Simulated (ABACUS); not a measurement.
Input of an ABACUS 3.10.1 run:

The input run_abacus.py:

```python
"""Relaxation by an ASE optimiser with ABACUS as a small file-based calculator."""
import re
import subprocess
import numpy as np
from ase.calculators.calculator import Calculator, all_changes
from ase.filters import FrechetCellFilter
from ase.io import read
from ase.optimize import BFGSLineSearch
from ase.stress import full_3x3_to_voigt_6_stress
from ase.units import Bohr, GPa

atoms = read("BN.cif")
atoms = atoms[(-atoms.numbers).argsort(kind="stable")]  # ABACUS lists atoms element by element
pseudo = {'N': '07_N_5_1.2_1.4_pbe_n_v1.0.upf', 'B': '05_B_3_1.5_1.7_pbe_n_v1.0.upf'}
orbital = {'N': 'N_confined-atom_6au_2s2p1d.orb', 'B': 'B_confined-atom_7au_2s2p1d.orb'}
magmoms = None
kmesh = [12, 12, 12]
params = {
    'suffix': 'BN',
    'calculation': 'scf',
    'basis_type': 'lcao',
    'pseudo_dir': './',
    'orbital_dir': './',
    'symmetry': 1,
    'dft_functional': 'pbe',
    'ecutwfc': 100,
    'pseudo_rcut': 10,
    'nspin': 1,
    'nbands': 8,
    'ks_solver': 'genelpa',
    'smearing_method': 'fd',
    'smearing_sigma': 0.00367493,
    'scf_thr': 1e-07,
    'scf_nmax': 100,
    'mixing_type': 'broyden',
    'mixing_beta': 0.7,
    'cal_force': 1,
    'cal_stress': 1,
    'out_mul': 1,
}

def write_input(atoms):
    symbols = atoms.get_chemical_symbols()
    elements = list(dict.fromkeys(symbols))
    lines = ["ATOMIC_SPECIES"] + [f"{e} {atoms.get_masses()[symbols.index(e)]:.4f} {pseudo[e]}" for e in elements]
    if orbital:
        lines += ["", "NUMERICAL_ORBITAL"] + [orbital[e] for e in elements]
    lines += ["", "LATTICE_CONSTANT", f"{1 / Bohr:.10f}", "", "LATTICE_VECTORS"]
    lines += [" ".join(f"{x:.10f}" for x in v) for v in atoms.cell]
    lines += ["", "ATOMIC_POSITIONS", "Direct"]
    for e in elements:
        lines += ["", e, "0.0", str(symbols.count(e))]
        for i, p in enumerate(atoms.get_scaled_positions(wrap=False)):
            if symbols[i] == e:
                mag = "" if magmoms is None else " mag " + " ".join(str(x) for x in (magmoms[i] if isinstance(magmoms[i], list) else [magmoms[i]]))
                lines.append(" ".join(f"{x:.10f}" for x in p) + " 1 1 1" + mag)
    open("STRU", "w").write("\n".join(lines) + "\n")
    open("KPT", "w").write("K_POINTS\n0\nGamma\n%d %d %d 0 0 0\n" % tuple(kmesh))
    open("INPUT", "w").write("INPUT_PARAMETERS\n" + "".join(f"{k:<20s}{v}\n" for k, v in params.items()))

class Abacus(Calculator):
    implemented_properties = ["energy", "free_energy", "forces", "stress"]

    def calculate(self, atoms=None, properties=("energy",), system_changes=all_changes):
        super().calculate(atoms, properties, system_changes)
        write_input(self.atoms)
        subprocess.run(['mpirun', '-np', '4', 'abacus'], check=True)
        log = open("OUT.BN/running_scf.log").read()
        if "charge density convergence is achieved" not in log:
            raise RuntimeError("SCF not converged")
        rows = lambda title, n: np.array([l.split()[-3:] for l in log.split(title)[-1].split("\n")[2:2 + n]], float)
        energy = float(re.findall(r"FINAL_ETOT_IS (\S+)", log)[-1])
        stress = -rows("TOTAL-STRESS", 3) / 10 * GPa  # ABACUS prints kbar, compression positive
        self.results = dict(energy=energy, free_energy=energy, forces=rows("TOTAL-FORCE", len(self.atoms)), stress=full_3x3_to_voigt_6_stress(stress))

atoms.calc = Abacus()
opt = BFGSLineSearch(FrechetCellFilter(atoms), logfile="opt.log", trajectory="relax.traj")
print("optimiser converged:", opt.run(fmax=0.02, steps=60))
```

File BN.cif:

```cif
data_BN
_cell_length_a 2.56397060
_cell_length_b 2.56397060
_cell_length_c 2.56397060
_cell_angle_alpha 60.00000000
_cell_angle_beta 60.00000000
_cell_angle_gamma 60.00000000
_space_group_name_H-M_alt 'P1'
_space_group_name_Hall 'P 1'
_space_group_IT_number 1
loop_
_space_group_symop_operation_xyz
'x,y,z'
loop_
_atom_site_label
_atom_site_type_symbol
_atom_site_symmetry_multiplicity
_atom_site_Wyckoff_symbol
_atom_site_fract_x
_atom_site_fract_y
_atom_site_fract_z
_atom_site_occupancy
N1 N 1 a 0.2500000000 0.2500000000 0.2500000000 1
B1 B 1 a 0.0000000000 0.0000000000 0.0000000000 1
```

Potentials or basis: SPMS ONCV 1.0 PBE, DZP LCAO (the cutoffs set its grid).

The run is started by

```bash
$ OMP_NUM_THREADS=1 python run_abacus.py > log
```

Task: What does it give for the band gap on the k mesh?

Result: 4.54 eV, indirect (least direct gap 8.81 eV).

Task: Estimate the Mulliken charges.

Result: N -0.46; B +0.46 e.

Final structure:
```
N B
1.0
     2.56397    0.00000    0.00000
     1.28198    2.22046    0.00000
     1.28198    0.74016    2.09347
N B
1 1
Direct
  0.25000 0.25000 0.25000
  0.00000 0.00000 0.00000
```

Caveat: the atomic orbitals were generated for these runs and aren't a published set; the relaxation stopped at its first step, so nothing moved; the basis of atomic orbitals isn't converged, which shifts pressures, moduli and gaps. A k mesh can miss the band edges.
